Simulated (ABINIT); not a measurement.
# ZnO (zincite): single point with RPBE

**Experimental background.**

From “Electronic structure of alkaline earth and post-transition metal oxides”, 2009, arxiv:0908.1581, for a bulk crystal of ZnO: band gap 3.37 eV.

ZnO (zincite):

```
CELL_PARAMETERS angstrom
3.24931 0.00000 0.00000
-1.62465 2.81398 0.00000
0.00000 0.00000 5.20571
ATOMIC_POSITIONS crystal
Zn 0.66667 0.33333 0.00000
Zn 0.33333 0.66667 0.50000
O 0.33333 0.66667 0.87901
O 0.66667 0.33333 0.37901
```

| Item | Value |
| --- | --- |
| Program | ABINIT 10.8.3 (patched build) |
| Task | single point |
| Functional | RPBE |
| Potentials or basis | JTH PAW PBE v2.0 |
| Cutoff | 762 eV |
| k mesh | 9 × 9 × 5 |
| Occupations | fermi-dirac, width 0.05 eV |
| Spin | no spin polarisation |
| Fine-grid cutoff | 1360.57 eV |

```yaml
Pressure: 8.7 GPa
Largest_force: 0.078 eV/Å
Band_gap_on_the_k_mesh: 0.89 eV, direct
Valence_electrons_inside_the_program's_atomic_spheres: Zn 10.88; O 4.55
```

Forces on the atoms (eV/Å):
```
Zn   0.000  0.000 -0.078
Zn   0.000  0.000 -0.078
O    0.000  0.000  0.078
O    0.000  0.000  0.078
```

Stress tensor (GPa, compression positive):
```
8.16 0.00 0.00
0.00 8.16 0.00
0.00 0.00 9.87
```

Levels at points of the mesh, in eV from the valence-band top:
| k point | band 16 | band 17 | band 18 | band 19 | band 20 | band 21 |
| --- | --- | --- | --- | --- | --- | --- |
| (0.00, 0.00, 0.00) | -0.07 | 0.00 | 0.00 | 0.89 | 5.31 | 8.38 |

It took 3 min on 1 thread of Arm Neoverse V2, with other jobs on the host, peak memory 0.17 GiB.

Measured gap of ZnO: 3.37 eV (quoted in “Electronic structure of alkaline earth and post-transition metal oxides”, 2009, arxiv:0908.1581). This calculation gives 0.89 eV (-2.48 eV). So large a miss can be the level of theory's own, or it may mean another phase, state or a wrong row. The value is that of RPBE, without temperature or zero-point motion. Semilocal functionals fall short of measured gaps as a rule.

Caveat: the PAW data sets were made with another functional, which shifts forces and pressure a little.
